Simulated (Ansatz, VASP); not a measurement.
This is a calculation of Ni for VASP 6.6.1.

The input INCAR:

```
SYSTEM = Ni
  ALGO = Normal
  EDIFF = 1E-6
  ENCUT = 520
  GGA = PS
  ISIF = 2
  ISMEAR = -1
  ISPIN = 2
  LASPH = .True.
  LCHARG = .False.
  LMAXMIX = 4
  LORBIT = 11
  LREAL = .False.
  LWAVE = .False.
  MAGMOM = 1
  NBANDS = 15
  NELM = 150
  PREC = Accurate
  SIGMA = 0.05
```

KPOINTS

```
k-points
0
Gamma
  13 13 13
  0 0 0
```

File POSCAR:

```
Ni
1.0
   -1.3928794157      1.3928794157      1.3928794157
    1.3928794157     -1.3928794157      1.3928794157
    1.3928794157      1.3928794157     -1.3928794157
Ni
1
Direct
    0.0000000000      0.0000000000      0.0000000000
```

Potentials or basis: VASP PAW PBE potentials, release 64 (Ni).

The run is started by

```console
$ cat potpaw_PBE.64/Ni/POTCAR > POTCAR
$ mpirun -np 1 vasp_std > vasp.out
```

Question: Translate it to Ansatz 0.2.0. Potentials there: Ansatz PAW.

Answer: As run (the cutoff follows the program's own potentials):

Contents of input.yaml:

```yaml
crystal:
  lattice:
    - [-1.3928794157, 1.3928794157, 1.3928794157]
    - [1.3928794157, -1.3928794157, 1.3928794157]
    - [1.3928794157, 1.3928794157, -1.3928794157]
  atoms:
    - { symbol: Ni, position: [0.0, 0.0, 0.0], spin: 1.0 }
hamiltonian:
  xc: pbesol
  pseudopotentials: { kind: paw }
magnetization:
  spin_polarized: true
kpoints:
  mp_grid: { grid: [13, 13, 13] }
scf:
  occupations: { method: fermi_dirac, width: 0.05 }
output:
  forces: true
  stress: true
  eigenvalues: true
```

Potentials or basis: Ansatz PAW.

Command:

```console
$ ansatz run input.yaml --threads 2 --pin off --max-ram 5632MiB --backend cpu --events-out ev --progress --plain --runs-dir out
```

Both were run:

|  | VASP | Ansatz | Ansatz less VASP |
| --- | --- | --- | --- |
| gap on the k mesh at the Fermi level (eV) | none | none | - |
| pressure (GPa) | -6.4 | -6.4 | +0.01 |
| net moment per atom (μB) | 0.59 | 0.60 | +0.012 |
| size of the moment on the site where the two differ most (μB) | 0.59 | 0.63 | +0.034 |

Site moments also hang on the region over which each program counts them. A gap of «none» marks a metal or a gap that the smearing closes. The functional is the same, so the differences come from potentials, cutoffs and numerics. The two sets of potentials don't hold the same shells in valence.

Caveats: the PAW data sets were made with another functional, which shifts forces and pressure a little (VASP); the PAW data sets come from PBE, with cores solved anew for the run's functional, which leaves a small shift of forces and pressure (Ansatz).
